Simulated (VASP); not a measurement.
A run of VASP 6.6.1:

File INCAR:

```
PREC = Accurate ; ENCUT = 520
EDIFF = 1E-6 ; ISMEAR = 0
SIGMA = 0.1 ; LREAL = False
LASPH = True ; NELM = 100
ALGO = Fast ; ISIF = 2
LWAVE = False ; LCHARG = False
GGA = PE ; NBANDS = 13
```

Contents of KPOINTS:

```
Automatic mesh
0
Gamma
  18 18 18
```

The input POSCAR:

```
Mo
1.0
   -1.5253624500      1.5253624500      1.5253624500
    1.5882024500     -1.5882024500      1.6510424500
    1.5882024500      1.6510424500     -1.5882024500
Mo
1
Direct
    0.0000000000      0.0000000000      0.0000000000
```

Potentials or basis: VASP PAW PBE potentials, release 64 (Mo_sv).

Command:

```console
$ cat potpaw_PBE.64/Mo_sv/POTCAR > POTCAR
$ mpirun -np 1 vasp_std > vasp.out
```

Hardware: 1 thread of AMD EPYC 7R43 64-Core Processor (Zen 3), on a shared host.

Question: How long does it take, and how much memory?

Answer: It took 2.5 min on 1 thread of AMD EPYC 7R43 64-Core Processor (Zen 3), with other jobs on the host, peak memory 0.18 GiB. Counts: scf iterations 13, k points 580.
